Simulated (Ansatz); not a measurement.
**How the functional changes CO₂ (COD cell start)**

The compound was started in one structure type and brought to zero pressure at each level (plane-wave PAW code Ansatz, Gaussian smearing of 0.05 eV, scalar-relativistic unless SOC, spin–orbit coupling, is named).

The start was a measured cell (COD).

The cell at PBE (neighbours within 15 % of each site's shortest distance, so a longer bond may be listed from one end only): The structure is tetragonal, space group I-42d (No. 122). Conventional cell: a = 3.965 Å, b = 3.965 Å, c = 5.983 Å, α = 90.00°, β = 90.00°, γ = 90.00°. C (site symmetry -4) has 4 O at 1.40 Å as nearest neighbours. O (site symmetry 2) is surrounded by 2 C at 1.40 Å.

```csv
level,cutoff (eV),k-mesh,final group,a (Å),c (Å),V (Å³/atom),gap (eV),B0 (GPa),E_f (eV/atom)
PBE,420,10×10×10,I-42d,3.965,5.983,7.84,7.71,139,-0.86
```

Task: Predict the results of r²SCAN (500 eV, 8×8×8 mesh).

Result: final group I-42d, a (Å) 3.909, c (Å) 5.936, V (Å³/atom) 7.56, gap (eV) 8.60, E_f (eV/atom) -0.95.

Volumes against PBE: r²SCAN −3.5 %. r²SCAN widens the gap by 0.89 eV over PBE, as meta-GGAs in the generalised Kohn–Sham scheme often do. The formation energy spans 0.09 eV/atom over the functionals (r²SCAN lowest, PBE highest); the spread holds the functional's effect on the elements as well as on the compound.

All functionals run on datasets generated with PBE. Gaps are (generalised) Kohn–Sham gaps. E_f is the formation energy from the elements run alike, at 0 K, without zero-point energy or any correction for the binding of gas molecules; it is good to about 0.01 eV/atom as a calculation.

All runs used the PAW datasets of the set soft_2.
